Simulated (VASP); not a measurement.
Here is a VASP 6.6.1 calculation.

Contents of INCAR:

```
  PREC = Accurate
  ENCUT = 520
  EDIFF = 1E-6
  ISMEAR = 0
  SIGMA = 0.15
  LREAL = F
  LASPH = T
  NELM = 100
  ALGO = Normal
  ISIF = 2
  LWAVE = F
  LCHARG = T
  GGA = PE
  IVDW = 12
  LELF = T
  LVHAR = T
  NBANDS = 9
```

The input KPOINTS:

```
regular mesh
0
Gamma
  20 20 20
```

The input POSCAR:

```
S
1.0
    0.0000000000      1.9644350888      1.9943503440
    1.9644350888      0.0000000000      1.9943503440
    1.9644350888      1.9644350888      0.0000000000
S
1
Direct
    0.0000000000      0.0000000000      0.0000000000
```

Potentials or basis: VASP PAW PBE potentials, release 64 (S).

Launch:

```console
$ cat potpaw_PBE.64/S/POTCAR > POTCAR
$ mpirun -np 1 vasp_std > vasp.out
```

**Question.** What does it give for the band gap on the k mesh?

**Answer.** None (metal or under the smearing width).

**Question.** Predict the dispersion energy per atom.

**Answer.** -0.395 eV.

Stress tensor (GPa, compression positive):
```
-2.23  0.00  0.00
 0.00 -2.23  0.00
 0.00  0.00 -0.78
```

Caveat: pairwise dispersion overbinds metals, which lowers pressure and volume.
